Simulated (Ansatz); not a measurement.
Sb: single point with PBE

Sb:

```
Sb
1.0
     2.15420    1.24373    3.75800
    -2.15420    1.24373    3.75800
     0.00000   -2.48746    3.75800
Sb
2
Direct
  0.76651 0.76651 0.76651
  0.23349 0.23349 0.23349
```

```
Program             : Ansatz 0.2.0
Task                : single point
Functional          : PBE
Potentials or basis : Ansatz PAW
Cutoff              : 420 eV (not typed: the program's choice for these potentials)
k mesh              : 8 × 8 × 8
Occupations         : gaussian, width 0.022 eV
Spin                : no spin polarisation
```

```json
{
  "Pressure": "2.7 GPa",
  "Largest force": "0.142 eV/Å",
  "Band gap on the k mesh": "none (metal or under the smearing width)"
}
```

Forces on the atoms (eV/Å):
```
Sb   0.000  0.000 -0.142
Sb   0.000  0.000  0.142
```

Stress tensor (GPa, compression positive):
```
2.94 0.00 0.00
0.00 2.94 0.00
0.00 0.00 2.23
```

Levels at points of the mesh, in eV from the Fermi level:
```tsv
k point	band 12	band 13	band 14	band 15	band 16	band 17	band 18	band 19
(0.00, 0.00, 0.00)	-4.92	-2.17	-1.90	-1.90	1.99	2.60	2.60	5.04
(0.00, 0.00, -0.50)	-9.74	-2.04	-1.93	-0.40	-0.30	0.09	0.39	7.50
(0.00, -0.50, -0.50)	-8.09	-5.54	-3.86	-3.76	1.44	4.84	5.42	6.84
(-0.50, -0.50, -0.50)	-9.10	-1.41	-1.41	-0.56	0.03	0.03	1.00	6.93
```

It took 2.7 s on 2 threads of Intel(R) Xeon(R) Processor @ 2.70GHz, with other jobs on the host, peak memory 0.39 GiB.

Spin-orbit coupling is left out, which matters for the levels of Sb.
